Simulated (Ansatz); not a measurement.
MnS:

```xyz
2
Lattice="0.0000 2.4735 2.4735 2.4735 0.0000 2.4735 2.4735 2.4735 0.0000" Properties=species:S:1:pos:R:3 pbc="T T T"
Mn    0.0000    0.0000    0.0000
S     3.7102    3.7102    3.7102
```

The cell is a database's computed one.

* Program: Ansatz 0.2.0
* Task: relaxation of cell and atoms
* Functional: BLYP
* Potentials or basis: Ansatz PAW
* Cutoff: 420 eV (not typed: the program's choice for these potentials)
* k mesh: 9 × 9 × 9
* Occupations: fermi-dirac, width 0.05 eV
* Spin: collinear spin, ferromagnetic start
* Starting moments: [4.0, 0.0] μB

At the start: volume 15.13 Å³/atom.

Q: How do energy, volume and symmetry change on relaxing?

A: It ends after 7 steps and the volume is 16.33 Å³/atom (+7.9 %); space group F-43m (No. 216, to 0.05 Å); moment 0.16 μB per cell.

The path:
```
step  energy change (eV)  largest force (eV/Å)  volume (Å³)
   1              0.0000                0.0000        30.27
   2             -0.0598                0.0000        31.66
   3             -0.0708                0.0000        32.53
   4             -0.0710                0.0000        32.65
   5             -0.0715                0.0000        32.65
   6             -0.0715                0.0000        32.66
   7             -0.0715                0.0000        32.66
```

Final structure:
```xyz
2
Lattice="0.0000 2.5371 2.5371 2.5371 0.0000 2.5371 2.5371 2.5371 0.0000" Properties=species:S:1:pos:R:3 pbc="T T T"
Mn    0.0000    0.0000    0.0000
S     3.8056    3.8056    3.8056
```

Caveat: the plane-wave basis is chosen anew once the cell has moved, so the energies of steps on either side of that aren't comparable; the moment fell far below its start of 4 μB, so a state of higher moment may lie lower in energy; the PAW data sets come from PBE, with cores solved anew for the run's functional, which leaves a small shift of forces and pressure; the starting moments weren't kept.
